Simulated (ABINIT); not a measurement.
Runs of ABINIT 10.8.3 (patched build) on Pb. It takes space group Fm-3m (No. 225, cubic). The conventional cell has a = 4.950 Å, b = 4.950 Å, c = 4.950 Å, α = 90.00°, β = 90.00°, γ = 90.00°. Pb (site symmetry m-3m) is surrounded by 12 Pb at 3.50 Å. 

```tsv
task	level	potentials or basis	k mesh	cutoff (eV)	fine-grid cutoff	most SCF steps	thinning of the exchange mesh (fockdownsampling)	mesh quality	gap on the mesh (eV)	pressure (GPa)
single point	PBEsol	JTH PAW PBE v2.0	9 × 9 × 9	599	1197.3 eV	-	-	not flagged	none	-0.5
single point	HSE06	SPMS NC PBE v1.0	8 × 8 × 8	381	-	60	2 × 2 × 2	not flagged	none	-
single point	PBEsol	PseudoDojo NC SR PBEsol v0.4 stringent	9 × 9 × 9	1197	-	-	-	not flagged	none	(a)
single point	PBEsol	PseudoDojo NC SR PBEsol v0.4.1 standard	9 × 9 × 9	762	-	-	-	not flagged	none	-0.6
```

Alike in all rows: no spin polarisation; cell as given; smearing fermi-dirac 0.05 eV.

Fill in the values left out.

(a) -0.7.

Caveats: the PAW data sets were made with another functional, which shifts forces and pressure a little (some runs); Libxc's HSE differs a little from that of other programs (some runs); the potentials were made for another functional, which shifts forces and pressure (some runs).

A k mesh can miss the band edges, and the runs leave out spin-orbit coupling on Pb.

A gap of «none» marks a metal or a gap under the smearing width.

The runs don't all hold the same shells in valence.
